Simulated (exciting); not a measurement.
Input of an exciting (release sodium) run:

Contents of input.xml:

```xml
<input>
  <title>Nb</title>
  <structure speciespath="./" tshift="false">
    <crystal scale="1">
      <basevect>-3.144409785071 3.144409785071 3.144409785071</basevect>
      <basevect>3.144409785071 -3.144409785071 3.144409785071</basevect>
      <basevect>3.144409785071 3.144409785071 -3.144409785071</basevect>
    </crystal>
    <species speciesfile="Nb.xml" rmt="2.3">
      <atom coord="0.000000000000 0.000000000000 0.000000000000"/>
    </species>
  </structure>
  <groundstate do="fromscratch" ngridk="11 11 11" rgkmax="9" gmaxvr="14" lmaxapw="10" lmaxmat="10" lmaxvr="8" xctype="GGA_PBE" stype="Fermi Dirac" swidth="0.00183747" nempty="12" ValenceRelativity="iora*" epsengy="1e-05" epspot="1e-05" maxscl="60" outputlevel="high"/>
  <properties>
    <bandstructure>
      <plot1d>
        <path steps="80">
          <point coord="0 0 0" label="G"/>
          <point coord="0.5 -0.5 0.5" label="H"/>
          <point coord="0 0 0.5" label="N"/>
          <point coord="0 0 0" label="G"/>
          <point coord="0.25 0.25 0.25" label="P"/>
          <point coord="0.5 -0.5 0.5" label="H" breakafter="true"/>
          <point coord="0.25 0.25 0.25" label="P"/>
          <point coord="0 0 0.5" label="N"/>
        </path>
      </plot1d>
    </bandstructure>
  </properties>
</input>
```

Potentials or basis: all-electron LAPW+lo, shipped species files, valence relativity iora*.

The run is started by

```bash
$ OMP_NUM_THREADS=1 exciting_smp
```

Problem. Estimate the band gap on the k mesh.

Solution. None (metal or under the smearing width).

Levels at the corners of the path, in eV from the Fermi level:
```
point  band 3  band 4  band 5  band 6  band 7  band 8  band 9  band 10
    Γ  -29.70  -29.70   -5.83    0.40    0.40    0.40    3.24     3.24
    H  -30.57  -30.57   -3.56   -3.56    5.49    5.49    5.49     8.93
    N  -30.10  -29.71   -3.59   -1.56    2.23    3.26    3.92     6.23
    Γ  -29.70  -29.70   -5.83    0.40    0.40    0.40    3.24     3.24
    P  -30.34  -30.34   -1.04   -1.04   -1.04    4.05    4.05     9.24
    H  -30.57  -30.57   -3.56   -3.56    5.49    5.49    5.49     8.93
    P  -30.34  -30.34   -1.04   -1.04   -1.04    4.05    4.05     9.24
    N  -30.10  -29.71   -3.59   -1.56    2.23    3.26    3.92     6.23
```

Caveat: the log's total energy holds no entropy term; the free energy is that total less TS from the occupations.
